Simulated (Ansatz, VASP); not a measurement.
## H in VASP and in Ansatz

File INCAR:

```
PREC = Accurate
ENCUT = 600
EDIFF = 1E-6
ISMEAR = -1
SIGMA = 0.05
LREAL = False
LASPH = True
NELM = 60
ALGO = Normal
ISIF = 3
LWAVE = False
LCHARG = False
GGA = PS
IVDW = 13
IBRION = 2
NSW = 60
EDIFFG = -0.02
```

KPOINTS

```
Automatic mesh
0
Gamma
  10 10 26
```

The input POSCAR:

```
H
1.0
    2.6496387389      0.0000000000      0.0000000000
    0.0000000000      2.6496387389      0.0000000000
    0.0000000000      0.0000000000      0.9804929200
H
1
Direct
    0.0000000000      0.0000000000      0.5000000000
```

Contents of input.yaml:

```yaml
crystal:
  lattice:
    - [2.6496387389, 0.0, 0.0]
    - [0.0, 2.6496387389, 0.0]
    - [0.0, 0.0, 0.98049292]
  atoms:
    - { symbol: H, position: [0.0, 0.0, 0.5] }
hamiltonian:
  xc: pbesol
  pseudopotentials: { kind: paw }
  dispersion: d4
kpoints:
  mp_grid: { grid: [10, 10, 26] }
scf:
  occupations: { method: fermi_dirac, width: 0.05 }
output:
  forces: true
  stress: true
  eigenvalues: true
  write_density: true
  write_potential: true
  elf: true
  volumetric_format: npy
relax:
  f_tol: 0.01
  max_steps: 40
  cell: { stress_tol: 0.05 }
```

Alike in both runs: task relaxation of cell and atoms; functional PBEsol; dispersion D4; k mesh 10 × 10 × 26; occupations fermi-dirac, width 0.05 eV; no spin polarisation.

|  | VASP | Ansatz |
| --- | --- | --- |
| version | VASP 6.6.1 | Ansatz 0.2.0 |
| potentials or method | VASP PAW PBE potentials, release 64 (H) | Ansatz PAW |
| plane-wave cutoff (eV) | 600 | 420 |
| valence electrons in the cell | 1 | 1 |

Ansatz gave:

- gap on the k mesh at the Fermi level, each at its own relaxed structure (eV): none
- relaxed volume (Å³/atom): 7.83
- relaxed cell length with the largest relative difference (Å): 2.817
- energy change over the relaxation (meV/atom): -2

Estimate VASP's values.

gap on the k mesh at the Fermi level, each at its own relaxed structure (eV): none; relaxed volume (Å³/atom): 7.85; relaxed cell length with the largest relative difference (Å): 2.820; energy change over the relaxation (meV/atom): -1.

A gap of «none» marks a metal or a gap that the smearing closes.

Caveats: the PAW data sets were made with another functional, which shifts forces and pressure a little (VASP); pairwise dispersion overbinds metals, which lowers pressure and volume (VASP); the plane-wave basis is chosen anew once the cell has moved, so the energies of steps on either side of that aren't comparable (Ansatz).
